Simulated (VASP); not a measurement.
# PtSe2 in VASP: notebook

One slab, PtSe2, is run at these levels: r2SCAN+rVV10, PBE+D3(BJ); tasks: relaxation of cell and atoms.

Program: VASP 6.6.1. These are calculated values, not measurements. Logs are shortened: lines on timing, memory, paths and dates and some standing lists are left out, and cuts for length are marked.

### 1 Starting point

The cell holds a slab with vacuum, 3 atoms: a = 3.689 Å, b = 3.689 Å, c = 20.531 Å, α = 90.00°, β = 90.00°, γ = 120.00°.

### 2 Relaxation of cell and atoms, r2SCAN+rVV10

File INCAR:

```
SYSTEM = PtSe2
ALGO = Normal
BPARAM = 11.95
CPARAM = 0.0093
EDIFF = 1E-7
EDIFFG = -0.005
ENCUT = 600
IBRION = 2
ISIF = 3
ISMEAR = 0
IVDW_NL = 2
LASPH = .True.
LATTICE_CONSTRAINTS = .TRUE. .TRUE. .FALSE.
LCHARG = .False.
LMIXTAU = .True.
LREAL = .False.
LUSE_VDW = .True.
LWAVE = .False.
METAGGA = R2SCAN
NELM = 120
NSW = 90
PREC = Accurate
SIGMA = 0.03
```

File KPOINTS:

```
k-points
0
Gamma
  9 9 1
  0 0 0
```

File POSCAR:

```
PtSe2                                   
1.0
    3.6892598791      0.0000000000      0.0000000000
   -1.8446299396      3.1949927729      0.0000000000
    0.0000000000      0.0000000000     20.5310000000
  Se              Pt            
     2     1
Direct
     0.6666666699999979    0.3333333300000021    0.4354083895394541
     0.3333333300000021    0.6666666699999979    0.5645916104605460
     0.0000000000000000    0.0000000000000000    0.5000000000000000
```

Potentials or basis: VASP PAW PBE potentials, release 64 (Se, Pt).

On the command line:

```sh
$ cat potpaw_PBE.64/Se/POTCAR potpaw_PBE.64/Pt/POTCAR > POTCAR
$ mpirun -np 1 vasp_std > vasp.out
```

OUTCAR:

```text
SYSTEM = PtSe2
   BPARAM = 11.95
   EDIFF = 1E-7
   EDIFFG = -0.005
   ENCUT = 600
   IBRION = 2
   ISIF = 3
   ISMEAR = 0
   IVDW_NL = 2
   LASPH = .True.
   LREAL = .False.
   METAGGA = R2SCAN
   NELM = 120
   NSW = 90
   PREC = Accurate

 ion  position               nearest neighbor table
   1  0.667  0.333  0.435-   3 2.51   3 2.51   3 2.51
   2  0.333  0.667  0.565-   3 2.51   3 2.51   3 2.51
   3  0.000  0.000  0.500-   1 2.51   2 2.51   2 2.51   1 2.51   1 2.51   2 2.51

  LATTYP: Found a hexagonal cell.
 ALAT       =     3.6892598791
 C/A-ratio  =     5.5650728528

  Lattice vectors:

 A1 = (   3.6892598791,   0.0000000000,   0.0000000000)
 A2 = (  -1.8446299396,   3.1949927729,   0.0000000000)
 A3 = (   0.0000000000,   0.0000000000,  20.5310000000)

Analysis of symmetry for initial positions (statically):
=====================================================================
 Subroutine PRICEL returns:
 Original cell was already a primitive cell.

 Routine SETGRP: Setting up the symmetry group for a
 hexagonal supercell.

 Subroutine GETGRP returns: Found 12 space group operations
 (whereof 12 operations were pure point group operations)
 out of a pool of 24 trial point group operations.

The static configuration has the point symmetry D_3d.

Analysis of symmetry for dynamics (positions and initial velocities):
=====================================================================
 Subroutine PRICEL returns:
 Original cell was already a primitive cell.

 Routine SETGRP: Setting up the symmetry group for a
 hexagonal supercell.

 Subroutine GETGRP returns: Found 12 space group operations
 (whereof 12 operations were pure point group operations)
 out of a pool of 24 trial point group operations.

The dynamic configuration has the point symmetry D_3d.

 Subroutine INISYM returns: Found 12 space group operations
 (whereof 12 operations are pure point group operations),
 and found     1 'primitive' translations

----------------------------------------------------------------------------------------

                                     Primitive cell

  volume of cell :     242.0022

  direct lattice vectors                    reciprocal lattice vectors
     3.689259879  0.000000000  0.000000000     0.271057077  0.156494877  0.000000000
    -1.844629940  3.194992773  0.000000000     0.000000000  0.312989753  0.000000000
     0.000000000  0.000000000 20.531000000     0.000000000  0.000000000  0.048706834

  length of vectors
     3.689259879  3.689259876 20.531000000     0.312989753  0.312989753  0.048706834

  position of ions in fractional coordinates (direct lattice)
     0.666666670  0.333333330  0.435408390
     0.333333330  0.666666670  0.564591610
     0.000000000  0.000000000  0.500000000

  ion indices of the primitive-cell ions
   primitive index   ion index
                 1           1
                 2           2
                 3           3

----------------------------------------------------------------------------------------

 KPOINTS: k-points

Automatic generation of k-mesh.
 Grid dimensions read from file:
 generate k-points for:    9    9    1

 Generating k-lattice:

  Cartesian coordinates                     Fractional coordinates (reciprocal lattice)
     0.030117453  0.017388320  0.000000000     0.111111111  0.000000000  0.000000000
     0.000000000  0.034776639  0.000000000     0.000000000  0.111111111  0.000000000
     0.000000000  0.000000000  0.048706834     0.000000000  0.000000000  1.000000000

  Length of vectors
     0.034776639  0.034776639  0.048706834

  Shift w.r.t. Gamma in fractional coordinates (k-lattice)
     0.000000000  0.000000000  0.000000000

 Subroutine IBZKPT returns following result:
 ===========================================

 Found     12 irreducible k-points:

 Following reciprocal coordinates:
            Coordinates               Weight
  0.000000  0.000000  0.000000      1.000000
  0.111111 -0.000000  0.000000      6.000000
  0.222222  0.000000  0.000000      6.000000
  0.333333  0.000000  0.000000      6.000000
  0.444444  0.000000  0.000000      6.000000
  0.111111  0.111111  0.000000      6.000000
  0.222222  0.111111  0.000000     12.000000
  0.333333  0.111111  0.000000     12.000000
  0.444444  0.111111  0.000000      6.000000
  0.222222  0.222222  0.000000      6.000000
  0.333333  0.222222  0.000000     12.000000
  0.333333  0.333333  0.000000      2.000000
   k-points           NKPTS =     12   k-points in BZ     NKDIM =     12   number of bands    NBANDS=     15
   number of dos      NEDOS =    301   number of ions     NIONS =      3
   total plane-waves  NPLWV = 151200
   dimension x,y,z NGX =    30 NGY =   30 NGZ =  168
   dimension x,y,z NGXF=    60 NGYF=   60 NGZF=  336
   ions per type =               2   1
   NGX,Y,Z   is equivalent  to a cutoff of  13.52, 13.52, 13.60 a.u.
   NGXF,Y,Z  is equivalent  to a cutoff of  27.04, 27.04, 27.21 a.u.
 SYSTEM =  PtSe2
   PREC   = accura    normal or accurate (medium, high low for compatibility)
   ISTART =      0    job   : 0-new  1-cont  2-samecut
   ICHARG =      2    charge: 1-file 2-atom 10-const
   ISPIN  =      1    spin polarized calculation?
   LNONCOLLINEAR =      F non collinear calculations
   LSORBIT =      F    spin-orbit coupling
   LASPH  =      T    aspherical Exc in radial PAW
   ENCUT  =  600.0 eV  44.10 Ry    6.64 a.u.   7.37  7.37 41.01*2*pi/ulx,y,z
   NELM   =    120;   NELMIN=  2; NELMDL= -5     # of ELM steps
   EDIFF  = 0.1E-06   stopping-criterion for ELM
   LREAL  =      F    real-space projection
   EDIFFG = -.5E-02   stopping-criterion for IOM
   NSW    =     90    number of steps for IOM
   IBRION =      2    ionic relax: 0-MD 1-quasi-New 2-CG
   NFREE  =      1    steps in history (QN), initial steepest desc. (CG)
   ISIF   =      3    stress and relaxation
   ISYM   =      2    0-nonsym 1-usesym 2-fastsym
   POTIM  = 0.5000    time-step for ionic-motion
   TEBEG  =    0.0;   TEEND  =   0.0 temperature during run
   PSTRESS=    0.0 pullay stress
   NELECT =      22.0000    total number of electrons
   NUPDOWN=      -1.0000    fix difference up-down
   EMIN   =  10.00;   EMAX   =-10.00  energy-range for DOS
   EFERMI =   0.00;   METHOD = LEGACY
   ISMEAR =     0;   SIGMA  =   0.03  broadening in eV -4-tet -1-fermi 0-gaus
   EFERMI_NEDOS =   21; number of points for ismear=-14 and -15
   IALGO  =     38    algorithm
   IMIX   =      4    mixing-type and parameters
     AMIX     =   0.40;   BMIX     =  1.00
     AMIX_MAG =   1.60;   BMIX_MAG =  1.00
  volume/ion in A,a.u.               =      80.67       544.37
  Fermi-wavevector in a.u.,A,eV,Ry     =   0.736110  1.391046  7.372422  0.541858
  Thomas-Fermi vector in A             =   1.829470
   LORBIT       =      0    0 simple, 1 ext, 2 COOP (PROOUT), +10 PAW based schemes
   METAGGA = R2SCAN    functional components
   LHFCALC =     F    Hartree Fock is set to
   AEXX    =    0.0000 exact exchange contribution
   IVDW_NL    =     2    kernel type
   BPARAM     =11.9500
   IVDW    =     0    specifies the selected vdW correction
   LEPSILON=     F    determine dielectric tensor
   LRPA    =     F    only Hartree local field effects (RPA)
 conjugate gradient relaxation of ions
 non-spin polarized calculation
 Gauss-broadening in eV      SIGMA  =   0.03
  energy-cutoff  :      600.00
  volume of cell :      242.00
 maximum number of plane-waves:      8125
 NGX is ok and might be reduce to    30
   NGX = 15   NGY = 15   NGZ = 83

 number of electron      21.9999996 magnetization

 Free energy of the ion-electron system (eV)
  ---------------------------------------------------
  ext. energy  EPLUGINS =         0.00000000
  ---------------------------------------------------
  free energy    TOTEN  =       -80.75591810 eV

  energy without entropy =      -80.75591810  energy(sigma->0) =      -80.75591810

 E-fermi :  -2.9963     XC(G=0):  -3.3280

 val. band max:       -3.1585710918   @ k =   0.0000   0.0000   0.0000
 cond. band min:      -1.5982565897   @ k =   0.2222   0.0000   0.0000
 fundamental gap:      1.5603145021
 Fermi energy:        -2.9963051378

 k-point     1 :       0.0000    0.0000    0.0000
  band No.  band energies     occupation
      1     -17.7997      2.00000
      2     -15.9279      2.00000
      3      -8.5743      2.00000
      4      -8.4881      2.00000
      5      -8.4881      2.00000
      6      -6.2245      2.00000
      7      -6.2245      2.00000
      8      -4.5306      2.00000
      9      -3.8611      2.00000
     10      -3.1586      2.00000
     11      -3.1586      2.00000
     12       0.0149      0.00000
     13       0.0149      0.00000
     14       2.0302      0.00000
     15       2.6587      0.00000

 k-point     2 :       0.1111   -0.0000    0.0000
  band No.  band energies     occupation
      1     -17.6580      2.00000
      2     -15.9346      2.00000
      3      -8.5221      2.00000
      4      -8.4280      2.00000
      5      -8.4042      2.00000
      6      -6.4183      2.00000
      7      -6.3218      2.00000
      8      -4.9233      2.00000
      9      -3.6388      2.00000
     10      -3.2758      2.00000
     11      -3.1657      2.00000
     12      -0.7711      0.00000
     13      -0.1759      0.00000
     14       2.4414      0.00000
     15       2.8950      0.00000
[... 149 lines left out ...]
      3      -9.0153      2.00000
      4      -8.2617      2.00000
      5      -7.7117      2.00000
      6      -6.9126      2.00000
      7      -6.8661      2.00000
      8      -5.6799      2.00000
      9      -5.5014      2.00000
     10      -4.5499      2.00000
     11      -3.9424      2.00000
     12      -1.3631      0.00000
     13      -0.7881      0.00000
     14       3.1203      0.00000
     15       4.7886      0.00000

 k-point    12 :       0.3333    0.3333    0.0000
  band No.  band energies     occupation
      1     -16.0237      2.00000
      2     -16.0237      2.00000
      3      -8.6790      2.00000
      4      -8.3001      2.00000
      5      -8.3001      2.00000
      6      -6.7872      2.00000
      7      -6.7872      2.00000
      8      -5.8779      2.00000
      9      -5.5827      2.00000
     10      -4.2229      2.00000
     11      -4.2229      2.00000
     12      -1.2065      0.00000
     13      -1.2065      0.00000
     14       3.3181      0.00000
     15       5.6064      0.00000

------------------------ aborting loop because EDIFF is reached ----------------------------------------

  FORCE on cell =-STRESS in cart. coord.  units (eV):
  Direction    XX          YY          ZZ          XY          YZ          ZX
  --------------------------------------------------------------------------------------
  -------------------------------------------------------------------------------------
  Total       -0.0018590     -0.0018590     -0.0138562      0.0000000      0.0000000      0.0000000
  in kB       -0.0123077     -0.0123077     -0.0917350      0.0000000      0.0000000      0.0000000
  external PRESSURE =      -0.0387834 kB  Pullay stress =       0.0000000 kB

 VOLUME and BASIS-vectors are now :
 -----------------------------------------------------------------------------
  energy-cutoff  :      600.00
  volume of cell :      242.00
      direct lattice vectors                 reciprocal lattice vectors
     3.689259879  0.000000000  0.000000000     0.271057077  0.156494877  0.000000000
    -1.844629940  3.194992773  0.000000000     0.000000000  0.312989753  0.000000000
     0.000000000  0.000000000 20.531000000     0.000000000  0.000000000  0.048706834

 POSITION                                       TOTAL-FORCE (eV/Angst)
 -----------------------------------------------------------------------------------
      1.84463      1.06500      8.93937         0.000000      0.000000     -0.000017
     -0.00000      2.13000     11.59163        -0.000000     -0.000000      0.000017
      0.00000      0.00000     10.26550        -0.000000      0.000000      0.000000
 -----------------------------------------------------------------------------------
    total drift:                                0.000000     -0.000000      0.000000

  FREE ENERGIE OF THE ION-ELECTRON SYSTEM (eV)
  ---------------------------------------------------
  free  energy   TOTEN  =       -80.7559180979 eV

  energy  without entropy=      -80.7559180979  energy(sigma->0) =      -80.75591810

 reached required accuracy - stopping structural energy minimisation
```

Run time: 35 min. Hardware: 1 thread of Intel Xeon Platinum 8488C (Sapphire Rapids), shared host; peak memory 0.99 GiB.

Results:

```
Free energy            : -80.7559 eV
Band gap on the k mesh : 1.56 eV, indirect (least direct gap 1.81 eV)
```

Final structure:
```
Se Pt
1.0
     3.68926    0.00000    0.00000
    -1.84463    3.19499    0.00000
     0.00000    0.00000   20.53100
Se Pt
2 1
Direct
  0.66667 0.33333 0.43541
  0.33333 0.66667 0.56459
  0.00000 0.00000 0.50000
```

Levels at points of the mesh, in eV from the valence-band top:
| k point | band 7 | band 8 | band 9 | band 10 | band 11 | band 12 | band 13 | band 14 | band 15 |
| --- | --- | --- | --- | --- | --- | --- | --- | --- | --- |
| (0.00, 0.00, 0.00) | -3.07 | -1.37 | -0.70 | 0.00 | 0.00 | 3.17 | 3.17 | 5.19 | 5.82 |

Caveat: the relaxation stopped at its first step, so nothing moved; the PAW data sets were made with another functional, which shifts forces and pressure a little; spin-orbit coupling is left out, which moves the levels of the heavy elements. r2SCAN opens gaps a little over a GGA but as a rule still falls short of measured ones.

### 3 Relaxation of cell and atoms, PBE+D3(BJ)

This run uses another cell than the first one, of 82.19 Å³/atom, 1.019 times its volume.

File INCAR:

```
ALGO = Normal ; EDIFF = 1E-6
EDIFFG = -0.01 ; ENCUT = 600
GGA = PE ; IBRION = 2
ISIF = 3 ; ISMEAR = 0
IVDW = 12 ; KPAR = 8
LASPH = True ; LATTICE_CONSTRAINTS = .TRUE. .TRUE. .FALSE.
LCHARG = False ; LREAL = False
LWAVE = False ; NELM = 80
NSW = 90 ; PREC = Accurate
SIGMA = 0.03
```

File KPOINTS:

```
k-points
0
Gamma
  9 9 1
```

File POSCAR:

```
PtSe2
1.0
    3.7240000000      0.0000000000      0.0000000000
   -1.8620000000      3.2250786000      0.0000000000
    0.0000000000      0.0000000000     20.5310000000
Se Pt
2 1
Direct
    0.6666666700      0.3333333300      0.4383615000
    0.3333333300      0.6666666700      0.5616385000
    0.0000000000      0.0000000000      0.5000000000
```

Potentials or basis: VASP PAW PBE potentials, release 64 (Se, Pt).

On the command line:

```sh
$ cat potpaw_PBE.64/Se/POTCAR potpaw_PBE.64/Pt/POTCAR > POTCAR
$ mpirun -np 8 vasp_std > vasp.out
```

Wall time 1.8 min (8 MPI ranks of Intel Xeon Platinum 8488C (Sapphire Rapids), shared host); peak memory 0.46 GiB.

The run converged. Its results:

- Free energy: -15.1840 eV
- Relaxed volume: 81.38 Å³/atom
- Relaxed cell: a = 3.705 Å, b = 3.705 Å, c = 20.531 Å, α = 90.00°, β = 90.00°, γ = 120.00°
- Space group after relaxing (to 0.05 Å): P-3m1 (No. 164)
- Energy gained by relaxing: 10.2 meV/atom
- Ionic steps: 5
- Band gap on the k mesh: 1.35 eV, indirect (least direct gap 1.58 eV)
- Dispersion energy per atom: -0.299 eV

Step by step:
| step | energy change (eV) | largest force (eV/Å) | pressure (GPa) | volume (Å³) |
| --- | --- | --- | --- | --- |
| 1 | 0.0000 | 0.5996 | 0.74 | 246.58 |
| 2 | -0.0019 | 0.1198 | -0.75 | 254.17 |
| 3 | -0.0159 | 0.2171 | -0.06 | 250.42 |
| 4 | -0.0235 | 0.1515 | -0.04 | 248.52 |
| 5 | -0.0307 | 0.0001 | 0.01 | 244.13 |

Final structure:
```xyz
3
Lattice="3.7055 0.0000 0.0000 -1.8527 3.2090 0.0000 0.0000 0.0000 20.5310" Properties=species:S:1:pos:R:3 pbc="T T T"
Se    1.8527    1.0697    8.9402
Se    0.0000    2.1394   11.5908
Pt    3.7055    0.0000   10.2655
```

Levels at points of the mesh, in eV from the valence-band top:
| k point | band 8 | band 9 | band 10 | band 11 | band 12 | band 13 | band 14 | band 15 |
| --- | --- | --- | --- | --- | --- | --- | --- | --- |
| (0.00, 0.00, 0.00) | -1.31 | -0.68 | 0.00 | 0.00 | 2.96 | 2.96 | 4.49 | 5.20 |

Caveat: spin-orbit coupling is left out, which moves the levels of the heavy elements. Expect the measured gap to be larger: semilocal functionals such as PBE lack the derivative discontinuity.

(Part 1 of 2 ends here.)
